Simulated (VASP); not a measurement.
Input of a VASP 6.6.1 run:

The input INCAR:

```
ALGO = Fast
EDIFF = 1E-6
ENCUT = 520
GGA = PE
ISIF = 2
ISMEAR = 0
IVDW = 12
LASPH = True
LCHARG = False
LREAL = Auto
LWAVE = False
NBANDS = 50
NELM = 100
PREC = Accurate
SIGMA = 0.02
```

KPOINTS

```
k-points
0
Gamma
  6 4 4
```

The input POSCAR:

```
H2CNO
1.0
    3.5429107179      0.0000000000     -0.0289520504
    0.0000000000      6.2030735434      0.0000000000
   -3.4983168380      0.0000000000      8.3119552419
H C N O
8 4 4 4
Direct
    0.7057470086      0.8294675021      0.9010411173
    0.2942529914      0.3294675021      0.5989588827
    0.2942529914      0.1705324979      0.0989588827
    0.7057470086      0.6705324979      0.4010411173
    0.9788450297      0.6174190189      0.1285361011
    0.0211549703      0.1174190189      0.3714638989
    0.0211549703      0.3825809811      0.8714638989
    0.9788450297      0.8825809811      0.6285361011
    0.1092636038      0.7807424820      0.1395658330
    0.8907363962      0.2807424820      0.3604341670
    0.8907363962      0.2192575180      0.8604341670
    0.1092636038      0.7192575180      0.6395658330
    0.9360742879      0.8962892718      0.0041738615
    0.0639257121      0.3962892718      0.4958261385
    0.0639257121      0.1037107282      0.9958261385
    0.9360742879      0.6037107282      0.5041738615
    0.3874050100      0.8496340985      0.2652634615
    0.6125949900      0.3496340985      0.2347365385
    0.6125949900      0.1503659015      0.7347365385
    0.3874050100      0.6503659015      0.7652634615
```

Potentials or basis: VASP PAW PBE potentials, release 64 (H, C, N, O).

Command:

```console
$ cat potpaw_PBE.64/H/POTCAR potpaw_PBE.64/C/POTCAR potpaw_PBE.64/N/POTCAR potpaw_PBE.64/O/POTCAR > POTCAR
$ mpirun -np 1 vasp_std > vasp.out
```

(1) Estimate the band gap on the k mesh.

(2) Estimate the pressure.

(3) What does it give for the largest force?

(4) Predict the dispersion energy per atom.

Results:

(1) 3.54 eV, direct.

(2) 0.4 GPa.

(3) 0.379 eV/Å.

(4) -0.071 eV.

Caveat: the standard files for N, O and F lose accuracy on very short bonds.
